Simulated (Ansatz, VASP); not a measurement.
## GaAs, level by level in two programs

```
As Ga
1.0
     0.00000    2.76914    2.76914
     2.76914    0.00000    2.76914
     2.76914    2.76914    0.00000
As Ga
1 1
Direct
  0.75000 0.75000 0.75000
  0.00000 0.00000 0.00000
```

Change from the starting cell: volume scaled by 0.94.

Single points on this cell with VASP 6.6.1 and Ansatz 0.2.0. Each row is one pair of runs. Alike in all rows: spin: off; k mesh: 8 × 8 × 8; smearing: fermi-dirac, width 0.05 eV; VASP's potentials, cutoff: VASP PAW PBE potentials, release 64 (As, Ga_d), 520 eV.

```csv
level,"Ansatz's potentials, cutoff","gap on the k mesh at the Fermi level (eV), VASP","gap on the k mesh at the Fermi level (eV), Ansatz","least direct gap on the mesh (eV), VASP","least direct gap on the mesh (eV), Ansatz","pressure (GPa), VASP","pressure (GPa), Ansatz"
PBE,"Ansatz PAW, 420 eV",1.00,?,1.00,?,8.9,?
PBE,"PseudoDojo standard (PBE files), 1143 eV",1.00,0.99,1.00,0.99,8.9,8.8
PBE,"Ansatz PAW earlier set, 1020 eV",1.00,1.00,1.00,1.00,8.9,8.7
```

Problem. Fill in what Ansatz gave in row 1.

Solution. gap on the k mesh at the Fermi level (eV): 0.99; least direct gap on the mesh (eV): 0.99; pressure (GPa): 8.7.
